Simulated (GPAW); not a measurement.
Runs of GPAW 26.7.0 on Sb. It takes space group R-3m (No. 166, trigonal). Conventional cell: a = 4.308 Å, b = 4.308 Å, c = 11.274 Å, α = 90.00°, β = 90.00°, γ = 120.00°. Sb (site symmetry 3m) has 3 Sb at 2.91 Å as nearest neighbours. 

```csv
task,level,potentials or basis,cell,k mesh,cutoff (eV),maxiter,convergence,optimizer,fmax,max steps,gap on the mesh (eV),pressure (GPa),relaxed volume (Å³/atom),largest force (eV/Å)
single point,PBE,"GPAW PAW data sets (gpaw-data 1.2.1), pw",as given,6 × 6 × 6,450,120,default,-,-,-,none,(b),-,0.06
single point,PBEsol,"PAW data sets generated in the run's folder for this functional, pw","atoms moved at random, drawn with an rms of 0.05 Å",8 × 8 × 8,600,150,-,-,-,-,none,-0.8,-,0.12
relaxation of cell and atoms,PBEsol+D3,"PAW data sets generated in the run's folder for this functional, pw",relaxed,6 × 6 × 6,600,150,density=1e-05 forces=0.0001,BFGS,0.02 eV/Å,60,none,-0.1,29.36,0.02
relaxation of cell and atoms,PBEsol,"PAW data sets generated in the run's folder for this functional, pw",relaxed,6 × 6 × 6,600,150,density=1e-05 forces=0.0001,BFGS,0.02 eV/Å,60,none,0.1,29.96,-
relaxation of cell and atoms,PBEsol+D3(BJ)+ATM,"PAW data sets generated in the run's folder for this functional, pw",relaxed,6 × 6 × 6,600,150,density=1e-05 forces=0.0001,BFGS,0.02 eV/Å,60,none,0.0,(a),-
```

Alike in all rows: no spin polarisation; smearing fermi-dirac 0.05 eV.

Fill in the values left out.

(a) 28.51; (b) 0.9.

Caveats: later steps reuse the first step's grids (some runs); pairwise dispersion overbinds metals, which lowers pressure and volume (some runs); the cutoff is short for stress and forces, so pressures can be off by a GPa or more (some runs).

A k mesh can miss the band edges, and the runs leave out spin-orbit coupling on Sb.

A gap of «none» marks a metal or a gap under the smearing width.
